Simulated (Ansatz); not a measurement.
**BeS under changes of volume**

One of the cells (14.261 Å³/atom); the others are scaled copies at fixed shape and fractional positions:

```xyz
2
Lattice="0.0000 2.4250 2.4250 2.4250 0.0000 2.4250 2.4250 2.4250 0.0000" Properties=species:S:1:pos:R:3 pbc="T T T"
S     3.6375    3.6375    3.6375
Be    0.0000    0.0000    0.0000
```

* Program: Ansatz 0.2.0
* Functional: PBEsol
* Potentials or basis: Ansatz PAW
* Cutoff: 420 eV (not typed: the program's choice for these potentials)
* k mesh: 9 × 9 × 9
* Occupations: fermi-dirac, width 0.05 eV
* Spin: no spin polarisation

| volume (Å³/atom) | energy over the lowest point (meV/atom) | pressure (GPa) | gap on the mesh (eV) |
| --- | --- | --- | --- |
| 13.405 | 12.91 | 5.9 | 2.88 |
| 13.690 | 4.65 | 3.5 | 2.93 |
| 13.975 | 0.47 | 1.3 | 2.98 |
| 14.261 | 0.00 | -0.7 | 3.02 |
| 14.546 | 2.90 | -2.5 | 3.06 |
| 14.831 | ? | ? | ? |
| 15.116 | 17.59 | -5.6 | 3.14 |

Task: What does the run at 14.831 Å³/atom give?

Result: Energy over the lowest point 8.85 meV/atom; pressure -4.2 GPa; gap on the mesh 3.10 eV.

Worked out: A Birch-Murnaghan fit of order 3 (a polynomial in V^(-2/3)) to the other rows has its minimum at 14.16 Å³/atom with B0 = V·E''(V) = 97 GPa and B' = 3.8. It gives 8.86 meV/atom at 14.831 Å³/atom, against the run's 8.85, and -dE/dV = -4.2 GPa, against -4.2. A straight line through the other rows of the gap, of slope 2.15 eV per unit of ln V, gives 3.10 eV, against the run's 3.10.

Energies are extrapolated to zero smearing.

Caveats: odd divisions of the mesh miss points on the zone boundary, where band edges often lie, so the gap on the mesh can be too wide; the PAW data sets come from PBE, with cores solved anew for the run's functional, which leaves a small shift of forces and pressure.

A mesh can miss the band edges.
